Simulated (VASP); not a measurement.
**VASP inputs for BN (wurtzite)**

INCAR

```
ISMEAR = 0
PREC = Accurate
NELM = 120
NSW = 0
SIGMA = 0.01
ALGO = Normal
LWAVE = .FALSE.
LASPH = .TRUE.
ENCUT = 520
IBRION = -1
EDIFF = 1E-7
NBANDS = 16
ISIF = 2
LREAL = .FALSE.
METAGGA = R2SCAN
LCHARG = .FALSE.
```

KPOINTS

```
KPOINTS created by Atomic Simulation Environment
0
Gamma
12 12 6
0 0 0
```

KPOINTS_OPT

```
special points
7
Reciprocal
0.0000000000 0.0000000000 0.0000000000 1
0.5000000000 0.0000000000 0.0000000000 1
0.3333333333 0.3333333333 0.0000000000 1
0.0000000000 0.0000000000 0.5000000000 1
0.5000000000 0.0000000000 0.5000000000 1
0.3333333333 0.3333333333 0.5000000000 1
0.1000000000 0.0000000000 0.0000000000 1
```

POSCAR

```
B  N
 1.0000000000000000
     2.5439500026454032    0.0000000000287491    0.0000000000000000
    -1.2719750013475990    2.2031253282340346    0.0000000000000000
     0.0000000000000000    0.0000000000000000    4.2078153384603629
 B   N
   2   2
Cartesian
 -0.0000000000165984  1.4687502188322730  0.0008561420751621
  1.2719750013144020  0.7343751094305109  2.1047638113053435
 -0.0000000000165984  1.4687502188322730  1.5770746098474739
  1.2719750013144020  0.7343751094305109  3.6809822790776554
```

VASP ran with the recommended PBE PAW datasets (16 valence electrons in the cell).

Problem. Estimate the main results of this run.

Solution. gap between bands v and c 5.72 eV; least direct gap 8.97 eV; pressure 1.1 GPa.

Band v is the last that the valence electrons fill when counted band by band, and c is the next. Levels in eV from the top of v:

```
point    v−1      v      c    c+1
    Γ   0.00   0.00   9.08   9.08
    M  -4.53  -2.20   7.30   8.60
    K  -5.63  -5.63   5.72  14.44
    A  -1.22  -1.22  10.25  10.25
    L  -3.73  -3.73   7.20   7.20
    H  -3.16  -3.16  10.03  10.03
```
